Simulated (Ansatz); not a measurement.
# CdS: changing the dispersion correction

The cell as given:

```yaml
crystal:
  lattice:
    - [0.00000, 2.91650, 2.91650]
    - [2.91650, 0.00000, 2.91650]
    - [2.91650, 2.91650, 0.00000]
  atoms:
    - { symbol: Cd, position: [0.00000, 0.00000, 0.00000] }
    - { symbol: S, position: [0.75000, 0.75000, 0.75000] }
```

Kept alike: task relaxation of cell and atoms; functional PBEsol; k mesh 8 × 8 × 8; occupations fermi-dirac, width 0.05 eV; no spin polarisation. Program: Ansatz, Ansatz PAW, cutoff 420 eV. The mesh is that of the run's cell of 2 atoms. No spin-orbit coupling.

```csv
dispersion correction,band gap (eV),volume (Å³/atom)
D3(BJ),1.068,24.010
D3(BJ)-ATM,1.061,24.101
D4,1.049,24.246
none,1.012,24.700
```

Gaps hold for each row's own relaxed cell. The relaxations keep at least the cell's symmetry (F-43m). Relaxations stop with a little pressure left, so the last digits of a volume or edge aren't settled. A gap read on the mesh alone can miss an edge between its points. All rows use potentials made for PBE.

Q: What does the dispersion correction change here?

A: The band gap runs from 1.012 (none) to 1.068 eV (D3(BJ)). The volume runs from 24.010 (D3(BJ)) to 24.700 Å³/atom (none). Against no correction: D3(BJ) -2.8 %; D3(BJ)-ATM -2.4 %; D4 -1.8 %. Dispersion terms mostly attract and so lower the volume; the schemes' coefficients and damping set how far.
